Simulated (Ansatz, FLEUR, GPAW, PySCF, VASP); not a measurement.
**TePb: 5 runs at one level of theory**

```xyz
2
Lattice="0.0000 3.2310 3.2310 3.2310 0.0000 3.2310 3.2310 3.2310 0.0000" Properties=species:S:1:pos:R:3 pbc="T T T"
Pb    0.0000    0.0000    0.0000
Te    3.2310    3.2310    3.2310
```

Alike in all runs: task equation of state; functional PBEsol; k mesh 7 × 7 × 7; occupations fermi-dirac, width 0.05 eV; no spin polarisation; no spin-orbit coupling.

| program and potentials | plane-wave cutoff (eV) | notes | equilibrium volume (Å³/atom) | bulk modulus (GPa) |
| --- | --- | --- | --- | --- |
| VASP, PBE PAW files Pb_d, Te, 520 eV | 520 | potentials made for PBE | 33.43 | 44.8 |
| Ansatz, all-electron LAPW, scalar-relativistic | - | - | ? | ? |
| PySCF, DZVP-MOLOPT-SR/GTH-PBE (potentials made for PBE) | - | atomic basis; potentials made for PBE | 34.51 | 42.4 |
| GPAW, PAW data sets generated for this functional | 600 | - | 33.20 | 45.0 |
| FLEUR, all-electron, FLAPW | - | - | 33.44 | 44.8 |

Estimate from the other rows what the run with Ansatz, all-electron LAPW, scalar-relativistic gave.

Equilibrium volume 33.42 Å³/atom; bulk modulus 44.8 GPa. The other rows, which needn't bracket it: equilibrium volume 33.20 to 34.51; bulk modulus 42.4 to 45.0.
